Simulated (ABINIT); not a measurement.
Crystal: HgTe (Coloradoite).

```
CELL_PARAMETERS angstrom
0.00000 3.21450 3.21450
3.21450 0.00000 3.21450
3.21450 3.21450 0.00000
ATOMIC_POSITIONS crystal
Hg 0.00000 0.00000 0.00000
Te 0.75000 0.75000 0.75000
```

Program: ABINIT 10.8.3 (patched build). Alike in all runs: no spin polarisation; cell as given; cutoff (eV) 925; smearing fermi-dirac 0.05 eV.

Q: Order these runs on this cell by their pressure, lowest first.
A. level PBE; potentials or basis PseudoDojo NC SR PBE v0.4.1 standard; k mesh 5 × 5 × 5
B. level PBEsol; potentials or basis PseudoDojo NC SR PBEsol v0.4.1 standard; k mesh 5 × 5 × 5
C. level LDA; potentials or basis PseudoDojo NC SR LDA v0.4.1 standard; k mesh 6 × 6 × 6, with 4 shifts; bands in the sums 26; broadening (eV) 0.05; scissor shift (eV) 0; tensor components [11]

A: C (-0.1 GPa), B (1.7 GPa), A (4.5 GPa).

Caveats: the cutoff is short for stress, so the pressure is rough.
